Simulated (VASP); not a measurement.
**From an Ansatz input to VASP: MgS (strained rocksalt)**

Ansatz input

```yaml
crystal:
  lattice:
    - [0.0, 2.6795634751, 2.5593409339]
    - [2.6795634751, 0.0, 2.5593409339]
    - [2.6795634751, 2.6795634751, 0.0]
  atoms:
    - { symbol: Mg, position: [0.0, 0.0, 0.0] }
    - { symbol: S, position: [0.5, 0.5, 0.5] }
kpoints:
  mp_grid: { grid: [8, 8, 8] }
  band_path:
    path:
      - [0.0, 0.0, 0.0]
      - [0.5, 0.0, 0.5]
      - [0.625, 0.25, 0.625]
      - [0.375, 0.375, 0.75]
      - [0.5, 0.5, 0.5]
      - [0.5, 0.25, 0.75]
      - [0.5, 0.5, 0.0]
    npoints: 1
hamiltonian:
  xc: r2scan
scf:
  occupations: { method: fixed }
  n_extra_bands: 4
output:
  forces: true
  stress: true
  eigenvalues: true
  write_density: true
  write_potential: true
  elf: true
  volumetric_format: npy
```

Q: Translate this input to VASP.

A: 

INCAR

```
ISIF = 2
LREAL = .FALSE.
SIGMA = 0.01
ENCUT = 520
IBRION = -1
NELM = 120
NSW = 0
EDIFF = 1E-7
PREC = Accurate
METAGGA = R2SCAN
LCHARG = .TRUE.
ALGO = Normal
ISMEAR = 0
LASPH = .TRUE.
LWAVE = .FALSE.
LELF = .TRUE.
NBANDS = 11
```

KPOINTS

```
KPOINTS created by Atomic Simulation Environment
0
Gamma
8 8 8
0 0 0
```

KPOINTS_OPT

```
special points
7
Reciprocal
0.0000000000 0.0000000000 0.0000000000 1
0.5000000000 0.0000000000 0.5000000000 1
0.6250000000 0.2500000000 0.6250000000 1
0.3750000000 0.3750000000 0.7500000000 1
0.5000000000 0.5000000000 0.5000000000 1
0.5000000000 0.2500000000 0.7500000000 1
0.5000000000 0.5000000000 0.0000000000 1
```

POSCAR

```
Mg S
 1.0000000000000000
     0.0000000000000000    2.6795634751000001    2.5593409339000002
     2.6795634751000001    0.0000000000000000    2.5593409339000002
     2.6795634751000001    2.6795634751000001    0.0000000000000000
 Mg  S
   1   1
Cartesian
  0.0000000000000000  0.0000000000000000  0.0000000000000000
  2.6795634750999997  2.6795634750999997  2.5593409339000002
```

VASP ran with the recommended PBE PAW datasets (8 valence electrons in the cell). Other inputs would serve too.

```json
{"": "gap between bands v and c", "Ansatz": "3.17 eV", "VASP": "3.14 eV"}
{"": "least direct gap", "Ansatz": "4.22 eV", "VASP": "4.20 eV"}
{"": "pressure", "Ansatz": "-2.8 GPa", "VASP": "-3.2 GPa"}
```

Datasets and cutoffs are each program's own. VASP's cell holds 8 valence electrons and Ansatz's 16. Ansatz's stress includes a Pulay correction; VASP's doesn't.
